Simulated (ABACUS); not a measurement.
# CdTe (F-43m) in ABACUS: a series of runs

The runs below take CdTe through single point, relaxation of cell and atoms, with HLE16, BP86, rPW86PBE.

Program: ABACUS 3.10.1. These are calculated values, not measurements. Logs are shortened: lines on timing, memory, paths and dates and some standing lists are left out, and cuts for length are marked.

**The experiment to reproduce.**

From a printed reference work, data compilation, for a bulk crystal of CdTe at 0 K: band gap 1.607 eV.

The runs below are set against these values where they give the same quantity.

## 1. The crystal as given

It takes space group F-43m (No. 216, cubic). The conventional cell has a = 6.410 Å, b = 6.410 Å, c = 6.410 Å, α = 90.00°, β = 90.00°, γ = 90.00°. Around Te (site symmetry -43m) lie 4 Cd at 2.78 Å. Cd (site symmetry -43m) is surrounded by 4 Te at 2.78 Å.

## 2. Single point, HLE16

INPUT reads:

```
INPUT_PARAMETERS
suffix              CdTe
calculation         scf
basis_type          pw
pseudo_dir          ./
latname             fcc
symmetry            1
dft_functional      GGA_XC_HLE16
ecutwfc             40
pseudo_rcut         10
nspin               1
nbands              19
ks_solver           dav
smearing_method     fd
smearing_sigma      0.00367493
scf_thr             1e-08
scf_nmax            100
mixing_type         broyden
mixing_beta         0.7
cal_force           1
cal_stress          1
ecutrho             320
out_chg             1
kpar                4
```

STRU reads:

```
ATOMIC_SPECIES
Te 127.6000 te_pbe_v1.uspp.F.UPF
Cd 112.4140 cd_pbe_v1.uspp.F.UPF

LATTICE_CONSTANT
12.1131444589

ATOMIC_POSITIONS
Direct

Te
0.0
1
0.2500000000 0.2500000000 0.2500000000 1 1 1

Cd
0.0
1
0.0000000000 0.0000000000 0.0000000000 1 1 1
```

KPT reads:

```
K_POINTS
0
Gamma
6 6 6 0 0 0
```

Potentials or basis: GBRV ultrasoft 1.5 PBE, plane waves.

Run with:

```bash
$ OMP_NUM_THREADS=1 mpirun -np 4 abacus > log
```

running log:

```text
ABACUS v3.10.1

               Atomic-orbital Based Ab-initio Computation at UStc

 ------------------------------------------------------------------------------------

 READING GENERAL INFORMATION
                           global_out_dir = OUT.CdTe/
                           global_in_card = INPUT
                               pseudo_dir = ./
                              orbital_dir =
                                    DSIZE = 4
                                    GSIZE = 1

 READING UNITCELL INFORMATION
                                    ntype = 2
                  lattice constant (Bohr) = 12.1131
              lattice constant (Angstrom) = 6.41

 READING ATOM TYPE 1
                               atom label = Te
                      L=0, number of zeta = 1
                      L=1, number of zeta = 1
                      L=2, number of zeta = 1
             number of atom for this type = 1

 READING ATOM TYPE 2
                               atom label = Cd
                      L=0, number of zeta = 1
                      L=1, number of zeta = 1
                      L=2, number of zeta = 1
             number of atom for this type = 1

                        TOTAL ATOM NUMBER = 2
DIRECT COORDINATES
    atom                   x                   y                   z     mag                  vx                  vy                  vz
taud_Te1            0.2500000000        0.2500000000        0.2500000000  0.0000        0.0000000000        0.0000000000        0.0000000000
taud_Cd1            0.0000000000        0.0000000000        0.0000000000  0.0000        0.0000000000        0.0000000000        0.0000000000

                          Volume (Bohr^3) = 444.335
                             Volume (A^3) = 65.8436

 Lattice vectors: (Cartesian coordinate: in unit of a_0)
                 -0.5                  +0                +0.5
                   +0                +0.5                +0.5
                 -0.5                +0.5                  +0
 Reciprocal vectors: (Cartesian coordinate: in unit of 2 pi/a_0)
                   -1                  -1                  +1
                   +1                  +1                  +1
                   -1                  +1                  -1
 The esolver type has been set to : ksdft_pw

                PAO radial cut off (Bohr) = 10

 Read in pseudopotential file is te_pbe_v1.uspp.F.UPF
                     pseudopotential type = US
          exchange-correlation functional = PBE
                 nonlocal core correction = 1
                        valence electrons = 6
                                     lmax = 2
                           number of zeta = 2
                     number of projectors = 5
                           L of projector = 0
                           L of projector = 0
                           L of projector = 1
                           L of projector = 1
                           L of projector = 2
 XC functional updated to : GGA_XC_HLE16
          exchange-correlation functional = GGA_XC_HLE16
[... 190 lines left out ...]
 projector 4 L=1
 projector 5 L=2
 projector 6 L=2
      TOTAL NUMBER OF NONLOCAL PROJECTORS = 31

 Init Non-Local PseudoPotential table :
 Init Non-Local-Pseudopotential done.

                                     npwx = 1917

 Make real space PAO into reciprocal space.
       max mesh points in Pseudopotential = 771
     dq(describe PAO in reciprocal space) = 0.01
                                    max q = 763

 number of pseudo atomic orbitals for Te is 2
WARNING: norm of atomic wavefunction # 2 of atomic type Te is 0.999973, renormalized

 number of pseudo atomic orbitals for Cd is 3
WARNING: norm of atomic wavefunction # 2 of atomic type Cd is 0.99999, renormalized
WARNING: norm of atomic wavefunction # 3 of atomic type Cd is 0.999009, renormalized

 -------------------------------------------
 SELF-CONSISTENT
 -------------------------------------------
                                 init_chg = atomic

 PW ALGORITHM --------------- ION=   1  ELEC=   1--------------------------------

 Notice: Threshold on eigenvalues was too large.
 hsover_error=0.18 > DRHO=0.161482
 Origin diag ethr = 0.01
 New diag ethr = 0.000897123

 Density error is 0.161749014765
                          Error Threshold = 0.0008971234164
----------------------------------------------------------
     Energy           Rydberg                 eV
----------------------------------------------------------
 E_KohnSham     -154.4360980001      -2101.2109096879
 E_Harris       -153.0290717998      -2082.0673361290
 E_Fermi        0.2432163974         3.3091288510
----------------------------------------------------------
[... 63 lines left out ...]
 Density error is 8.92461536324e-09
                          Error Threshold = 1.38144637783e-09
----------------------------------------------------------
     Energy           Rydberg                 eV
----------------------------------------------------------
 E_KohnSham     -154.4629994761      -2101.5769230466
 E_KS(sigma->0) -154.4629994761      -2101.5769230462
 E_Harris       -154.4626385490      -2101.5720123808
 E_band         -5.2197874279        -71.0188513685
 E_one_elec     -46.9332968380       -638.5602629227
 E_Hartree      38.2231537194        520.0526861141
 E_xc           -68.0889635328       -926.3978749604
 E_Ewald        -77.6638928247       -1056.6714712769
 E_entropy(-TS) -0.0000000000        -0.0000000006
 E_descf        0.0000000000         0.0000000000
 E_exx          0.0000000000         0.0000000000
 E_Fermi        0.3144213934         4.2779225231
----------------------------------------------------------

 charge density convergence is achieved
 final etot is -2101.576923 eV
 EFERMI = 4.2779225231 eV

 STATE ENERGY(eV) AND OCCUPATIONS    NSPIN == 1
 1/4 kpoint (Cartesian) = 0.0000 0.0000 0.0000 (1917 pws)
       1       -7.84831     0.00925926
       2       -6.67095     0.00925926
       3       -6.67095     0.00925926
       4       -6.67095     0.00925926
       5       -6.48616     0.00925926
       6       -6.48616     0.00925926
[... 74 lines left out ...]
      18        16.5584        0.00000
      19        16.5584        0.00000

------------------------------------------------------------------------------------------
 TOTAL-FORCE (eV/Angstrom)
------------------------------------------------------------------------------------------
                       Te1         0.0000000000         0.0000000000         0.0000000000
                       Cd1         0.0000000000         0.0000000000         0.0000000000
------------------------------------------------------------------------------------------

----------------------------------------------------------------
 TOTAL-STRESS (KBAR)
----------------------------------------------------------------
        -1.2278671844         0.0000000000        -0.0000000000
         0.0000000000        -1.2278671844        -0.0000000000
         0.0000000000         0.0000000000        -1.2278671844
----------------------------------------------------------------
 TOTAL-PRESSURE: -1.227867 KBAR

 --------------------------------------------
 !FINAL_ETOT_IS -2101.5769230465598412 eV
 --------------------------------------------
```

stdout:

```text
ABACUS
v3.10.1

               Atomic-orbital Based Ab-initio Computation at UStc

 dft_functional readin is: GGA_XC_HLE16
[... 33 lines left out ...]
 DA6     -2.10157692e+03  -1.49005249e-04   2.4866e-07   0.82
 DA7     -2.10157692e+03  -3.69701699e-06   8.9246e-09   0.81
----------------------------------------------------------------
 TOTAL-STRESS (KBAR)
----------------------------------------------------------------
        -1.2278671844         0.0000000000        -0.0000000000
         0.0000000000        -1.2278671844        -0.0000000000
         0.0000000000         0.0000000000        -1.2278671844
----------------------------------------------------------------
 TOTAL-PRESSURE: -1.227867 KBAR
```

It took 15 s on 4 MPI ranks of Intel Xeon 6975P-C (Granite Rapids), shared host; peak memory 0.88 GiB.

Results:

```yaml
Free_energy: -2101.5769 eV
Pressure: -0.1 GPa
Band_gap_on_the_k_mesh: 1.77 eV, direct
```

Levels at points of the mesh, in eV from the valence-band top:
| k point | band 6 | band 7 | band 8 | band 9 | band 10 | band 11 | band 12 | band 13 |
| --- | --- | --- | --- | --- | --- | --- | --- | --- |
| (0.00, 0.00, 0.00) | -9.84 | 0.00 | 0.00 | 0.00 | 1.77 | 5.52 | 5.52 | 5.52 |
| (0.50, 0.50, 0.50) | -9.18 | -3.91 | -0.66 | -0.66 | 2.76 | 6.20 | 6.20 | 9.02 |
| (0.50, 0.50, 0.00) | -8.93 | -3.92 | -1.57 | -1.57 | 3.56 | 4.14 | 10.16 | 10.16 |

Caveat: the potentials were made for a functional far from this one; the potentials were made for another functional, which shifts forces and pressure; spin-orbit coupling is left out, which moves the levels of the heavy elements.

[end of part 1 of 2]
